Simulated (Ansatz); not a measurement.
# CdS (Hawleyite) (F-43m) in Ansatz: notebook

One crystal, CdS (Hawleyite), is run at these levels: PBE; tasks: single point, relaxation of cell and atoms.

Program: Ansatz 0.2.0. These are calculated values, not measurements. Logs are shortened: lines on timing, memory, paths and dates and some standing lists are left out, and cuts for length are marked.

## Step 1: The crystal as given

The structure is cubic, space group F-43m (No. 216). Conventional cell: a = 5.833 Å, b = 5.833 Å, c = 5.833 Å, α = 90.00°, β = 90.00°, γ = 90.00°. Around Cd (site symmetry -43m) lie 4 S at 2.53 Å. Around S (site symmetry -43m) lie 4 Cd at 2.53 Å.

## Step 2: Single point, PBE

The input, input.yaml:

```yaml
crystal:
  lattice:
    - [0.0, 2.9165, 2.9165]
    - [2.9165, 0.0, 2.9165]
    - [2.9165, 2.9165, 0.0]
  atoms:
    - { symbol: Cd, position: [0.0, 0.0, 0.0] }
    - { symbol: S, position: [0.75, 0.75, 0.75] }
kpoints:
  mp_grid: { grid: [8, 8, 8] }
scf:
  occupations: { method: gaussian, width: 0.025 }
hamiltonian:
  xc: pbe
  pseudopotentials: { kind: all_electron, lapw: { basis_error: 0.001 } }
output:
  forces: true
  stress: true
  eigenvalues: true
```

Potentials or basis: all-electron LAPW, scalar-relativistic.

Run with:

```console
ansatz run input.yaml --threads 1 --pin off --max-ram 3072MiB --backend cpu --events-out ev --progress --plain --runs-dir out
```

Standard output:

```text
Warning: RAYON_NUM_THREADS=1 ignored (pool sized by the plan → 1); use --threads N
LAPW: plane waves up to 8.043 Å⁻¹, error target 1.0e-3 eV per atom; small_component_spin mean_spin; S in spheres of 1.096 Å, 14 of its electrons in bands, Dirac shells []; Cd in spheres of 1.430 Å, 20 of its electrons in bands, Dirac shells [] (how accurate: hamiltonian.pseudopotentials.lapw.basis_error, Limitations)
Engine: ansatz 0.2.0, x86_64-unknown-linux-gnu
Pseudopotentials: kind: all_electron
Pseudopotential: Cd, LAPW, valence charge 20, lapw/all_electron/scalar/gaussian/Cd, Koelling and Harmon's equation, gaussian nucleus
Pseudopotential: S, LAPW, valence charge 14, lapw/all_electron/scalar/gaussian/S, Koelling and Harmon's equation, gaussian nucleus
Functional definition: PBE
  parameter kappa = 0.804
  parameter beta = 0.06672455060314922
  exchange = pbe_x(kappa = kappa, mu = beta*pi^2/3)
  correlation = pbe_c(beta = beta)
Crystal: 2 atoms, lattice volume = 49.615 Å³
Basis set: ecut = 246.4605403132443 eV, 411 PW (Γ), exchange–correlation at level 2
Bands: 21, of which v1, the nominal top of the filled ones, is band 17 counted from 1 (16 counted from 0)
Symmetry: 24 space group operations
Space group: F-43m (ITA 216), of the structure as read, at distance tolerance 3.7e-5 Å
k-points: 29 of 512 (time reversal used)
Non-local potential: Cd, projectors of the file, none
Non-local potential: S, projectors of the file, none
Initial density: superposition of atomic densities (chi_scale 0.1, normalization cell, long waves kept (reshape's long-wave potential 0.00 eV rms))
Initial wavefunctions: plane waves of lowest kinetic energy (no species holds an atomic orbital)
Functional: x = pbe(κ = 0.804, μ = 0.2195149727645171), c = pbe(β = 0.06672455060314922)
iter 1 solved again at ethr=4.30e-3 eV; its pass at ethr=1.00e-1 eV (dr2=1.46e0 eV) is discarded
SCF iter   1: F=—  HF=-163099.952944 eV  |F-HF|=—  |Δ(HF+E_count)|=         —  Δρ=3.81e-2  dr2=1.46e0  ethr=4.30e-3  ⟨swp⟩=2.0  Hψ=4168  notcnv=0
preconditioner: auto → none  [insulator: Δε(μ)=1.736 eV  Ē_g=11.964 eV  σ=0.025 eV  W_gap=1.00  n_scr=14 (ndim 8)  ℏωp=22.4 eV  f_vac=0.141  D(μ)=0.00/eV (n_scr^D=0)  ε∞_Penn≈4.5]
iter 2 solved again at ethr=1.56e-4 eV; its pass at ethr=4.30e-3 eV (dr2=5.31e-2 eV) is discarded
SCF iter   2: F=—  HF=-163099.462915 eV  |F-HF|=—  |Δ(HF+E_count)|=   4.90e-1  Δρ=1.14e-2  dr2=5.31e-2  ethr=1.56e-4  ⟨swp⟩=2.0  Hψ=3279  notcnv=0
SCF iter   3: F=—  HF=-163099.407760 eV  |F-HF|=—  |Δ(HF+E_count)|=   5.52e-2  Δρ=5.40e-3  dr2=1.27e-2  ethr=1.56e-4  ⟨swp⟩=3.0  Hψ=1966  notcnv=0
SCF iter   4: F=—  HF=-163099.407850 eV  |F-HF|=—  |Δ(HF+E_count)|=         —  Δρ=1.30e-3  dr2=7.47e-4  ethr=3.72e-5  ⟨swp⟩=2.0  Hψ=1792  notcnv=0
the basis was enlarged: its passes take 82.4 KiB over the memory plan, 1 of 1 planned eigensolver slots
SCF iter   5: F=—  HF=-163099.407488 eV  |F-HF|=—  |Δ(HF+E_count)|=   3.62e-4  Δρ=1.99e-4  dr2=1.44e-5  ethr=2.20e-6  ⟨swp⟩=2.0  Hψ=1676  notcnv=0
SCF iter   6: F=—  HF=-163099.407507 eV  |F-HF|=—  |Δ(HF+E_count)|=   1.93e-5  Δρ=3.52e-5  dr2=4.70e-7  ethr=4.24e-8  ⟨swp⟩=3.0  Hψ=1782  notcnv=0
SCF iter   7: F=-163099.407509 eV  HF=-163099.407509 eV  |F-HF|=8.59e-9  |Δ(HF+E_count)|=   1.34e-6  Δρ=4.02e-6  dr2=6.61e-9  ethr=1.38e-9  ⟨swp⟩=3.0  Hψ=1844  notcnv=0
SCF 1 converged in 7 iterations: F = -163099.407509 eV  dr2 = 6.61e-9
SCF converged after 7 iterations
Free energy (F): -163099.407509 eV
Harris-Foulkes:  -163099.407509 eV  (|F-HF|=8.59e-9)
Internal energy: -163099.407509 eV  (E = F + TS)
E sigma→0 (E₀):  -163099.407509 eV
Fermi energy:    8.320679 eV
--- Per-component energies (eV) ---
  E_band       = -1727.380823
  E_kinetic    = 170389.483635
  E_xc         = -4908.328182
  E_electrostatic = -328580.562962  (all electrons and nuclei)
  E_smearing   = -0.000000  (= −TS)
  E_closure    = 0.000000  (closes the sum)
  E_atoms      = -163093.279048  (free atoms, spherical and without spin; not in F)
  Σ components = -163099.407509   (vs F -163099.407509, Δ=0.00e0)
  Basis errors (estimates in eV, not in F): energy 4.4e-4 per atom: plane waves 4.1e-4 (2.4e-4 summed), levels above the bands 0.0e0, relativity 2.0e-8, radial functions 3.6e-5, core shells 2.2e-7; eigenvalues (radial functions only) 9.5e-7; not estimated: angular momenta, meshes, grids; target (lapw.basis_error) 1.0e-3; muffin-tin radii S 1.096 Å, Cd 1.430 Å
--- Forces (eV/Å), atoms counted from 1 ---
  atom   1  Cd     0.00000000    -0.00000000    -0.00000000
  atom   2  S     -0.00000000     0.00000000    -0.00000000
  max |Σ_I F_I| component: 6.48e-17 eV/Å
--- Stress (GPa, compression-positive) ---
        2.883302       0.000000      -0.000000
        0.000000       2.883302       0.000000
       -0.000000       0.000000       2.883302
  P = ⅓ Tr σ = 2.8833 GPa (28.833 kbar)
--- Band table (eV; the first three rows and the last of 29) ---
  k-point 0: bands = ["-196.7241", "-141.4981", "-141.4981", "-141.4981", "-93.5578", "-54.6285", "-54.6285", "-54.6285", "-4.6170", "0.0244", "0.0244", "0.0244", "0.5043", "0.5043", "7.7476", "7.7476", "7.7476", "8.8931", "14.2778", "14.2778", "14.2778"]
  k-point 1: bands = ["-196.7241", "-141.4981", "-141.4981", "-141.4981", "-93.5578", "-54.6286", "-54.6285", "-54.6285", "-4.5546", "0.0469", "0.0469", "0.0781", "0.5032", "0.5032", "6.7269", "7.6260", "7.6260", "9.7290", "14.0178", "14.4754", "14.4754"]
  k-point 2: bands = ["-196.7241", "-141.4981", "-141.4981", "-141.4981", "-93.5578", "-54.6288", "-54.6286", "-54.6286", "-4.4031", "0.0956", "0.0956", "0.2710", "0.5085", "0.5085", "5.2596", "7.3519", "7.3519", "10.5282", "14.0216", "14.7802", "14.7802"]
  k-point 28: bands = ["-196.7241", "-141.4981", "-141.4981", "-141.4981", "-93.5578", "-54.6290", "-54.6289", "-54.6288", "-4.0589", "0.2565", "0.2771", "0.4651", "0.5115", "1.1343", "3.8531", "5.4865", "5.5645", "13.1726", "13.1774", "14.9747", "15.7802"]
```

Wall time 21 s (1 thread of Intel Xeon at 2.50GHz (Skylake/Cascade Lake), shared host); peak memory 0.3 GiB.

Results:

```
Free energy            : -163099.4075 eV
Pressure               : 2.9 GPa
Band gap on the k mesh : 1.15 eV, direct
```

Levels at points of the mesh, in eV from the valence-band top:
```tsv
k point	band 13	band 14	band 15	band 16	band 17	band 18	band 19	band 20	band 21
(0.00, 0.00, 0.00)	-7.24	-7.24	0.00	0.00	0.00	1.15	6.53	6.53	6.53
(0.00, 0.00, -0.50)	-7.21	-6.86	-4.39	-0.75	-0.75	3.01	7.00	7.00	7.46
(0.00, -0.50, -0.50)	-7.16	-6.80	-3.95	-1.88	-1.88	3.56	4.36	9.19	10.78
```

## Step 3: Single point, PBE

input.yaml, as its differences from that of step 2:

```diff
@@ -11,3 +11,3 @@
 scf:
-  occupations: { method: gaussian, width: 0.025 }
+  occupations: { method: gaussian, width: 0.028 }
 hamiltonian:
```

Potentials or basis: all-electron LAPW, scalar-relativistic.

Run with:

```console
ansatz run input.yaml --threads 1 --pin off --max-ram 3072MiB --backend cpu --events-out ev --progress --plain --runs-dir out
```

Run time: 21 s. Hardware: 1 thread of Intel Xeon at 2.50GHz (Skylake/Cascade Lake), shared host; peak memory 0.3 GiB.

The run converged. Its results:

- Free energy: -163099.4075 eV
- Pressure: 2.9 GPa
- Band gap on the k mesh: 1.15 eV, direct

Levels at points of the mesh, in eV from the valence-band top:
```
             k point  band 15  band 16  band 17  band 18  band 19  band 20
  (0.00, 0.00, 0.00)     0.00     0.00     0.00     1.15     6.53     6.53
 (0.00, 0.00, -0.50)    -4.39    -0.75    -0.75     3.01     7.00     7.00
(0.00, -0.50, -0.50)    -3.95    -1.88    -1.88     3.56     4.36     9.19
```

PBE gaps usually lie below the measured ones, often by a third to a half.

## Step 4: Relaxation of cell and atoms, PBE

input.yaml, as its differences from that of step 3:

```diff
@@ -11,3 +11,3 @@
 scf:
-  occupations: { method: gaussian, width: 0.028 }
+  occupations: { method: fermi_dirac, width: 0.05 }
 hamiltonian:
@@ -18,2 +18,5 @@
   stress: true
-  eigenvalues: true
+relax:
+  f_tol: 0.005
+  max_steps: 60
+  cell: {}
```

Run with:

```console
ansatz run input.yaml --threads 1 --pin off --max-ram 3072MiB --backend cpu --events-out ev --progress --plain --runs-dir out
```

Run time: 50 s. Hardware: 1 thread of Intel Xeon at 2.50GHz (Skylake/Cascade Lake), shared host; peak memory 0.32 GiB.

Results (log left out):

| Property | Result |
| --- | --- |
| Free energy | -163099.4286 eV |
| Relaxed volume | 26.03 Å³/atom |
| Relaxed cell | a = 4.191 Å, b = 4.191 Å, c = 4.191 Å, α = 60.00°, β = 60.00°, γ = 60.00° |
| Space group after relaxing (to 0.05 Å) | F-43m (No. 216) |
| Energy gained by relaxing | 10.6 meV/atom |
| Ionic steps | 4 |
| Pressure after relaxing | 0.0 GPa |
| Band gap on the k mesh | 1.04 eV |

Step by step:
```
step  energy change (eV)  largest force (eV/Å)  volume (Å³)
   1              0.0000                0.0000        49.62
   2             -0.0211                0.0000        51.94
   3             -0.0211                0.0000        52.06
   4             -0.0211                0.0000        52.06
```

Final structure:
```cif
data_structure
_symmetry_space_group_name_H-M 'P 1'
_symmetry_Int_Tables_number 1
_cell_length_a 4.1912
_cell_length_b 4.1912
_cell_length_c 4.1912
_cell_angle_alpha 60.000
_cell_angle_beta 60.000
_cell_angle_gamma 60.000
_cell_volume 52.06
loop_
_atom_site_label
_atom_site_type_symbol
_atom_site_fract_x
_atom_site_fract_y
_atom_site_fract_z
_atom_site_occupancy
Cd1 Cd 0.00000 0.00000 0.00000 1
S1 S 0.75000 0.75000 0.75000 1
```

A k mesh can miss the band edges. Zero-point motion and thermal expansion aren't in these numbers.

## Step 5: The runs side by side

| task | cell | cutoff (eV) | smearing | gap on the mesh (eV) | pressure (GPa) |
| --- | --- | --- | --- | --- | --- |
| single point | as given | 246 | gaussian 0.025 eV | 1.15 | 2.9 |
| single point | as given | 246 | gaussian 0.028 eV | 1.15 | 2.9 |
| relaxation of cell and atoms | relaxed | - | fermi-dirac 0.05 eV | 1.04 | 0.0 |

Alike in all rows: level PBE; potentials or basis all-electron LAPW, scalar-relativistic; no spin polarisation; k mesh 8 × 8 × 8; basis error allowed 0.001 eV/atom.

Compare energies only between runs with the same functional and basis.
